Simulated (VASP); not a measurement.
LiCl under changes of volume

One of the cells (17.209 Å³/atom); the others are scaled copies at fixed shape and fractional positions:

```
Cl Li
1.0
     0.00000    2.58176    2.58176
     2.58176    0.00000    2.58176
     2.58176    2.58176    0.00000
Cl Li
1 1
Direct
  0.50000 0.50000 0.50000
  0.00000 0.00000 0.00000
```

* Program: VASP 6.6.1
* Functional: PBE
* Potentials or basis: VASP PAW PBE potentials, release 64 (Cl, Li_sv)
* Cutoff: 520 eV
* k mesh: 9 × 9 × 9
* Occupations: fermi-dirac, width 0.05 eV
* Spin: no spin polarisation

```csv
volume (Å³/atom),energy over the lowest point (meV/atom),gap on the mesh (eV)
15.859,9.58,6.71
16.196,4.75,6.58
16.534,?,?
17.209,0.00,6.23
17.546,1.14,6.12
17.883,3.43,6.02
```

**Question.** What does the run at 16.534 Å³/atom give?

**Answer.** Energy over the lowest point 1.64 meV/atom; gap on the mesh 6.46 eV.

Worked out: A Birch-Murnaghan fit of order 3 (a polynomial in V^(-2/3)) to the other rows has its minimum at 17.07 Å³/atom with B0 = V·E''(V) = 32 GPa and B' = 4.3. It gives 1.65 meV/atom at 16.534 Å³/atom, against the run's 1.64. A straight line through the other rows of the gap, of slope -5.76 eV per unit of ln V (its deformation potential), gives 6.46 eV, against the run's 6.46.

Energies are extrapolated to zero smearing.

Caveats: the cutoff is under 1.25 times the usual one of these potentials, so pressure, stress and relaxed cells hold a basis-set (Pulay) error; an odd mesh through Γ misses points on the zone boundary, where band edges often lie.
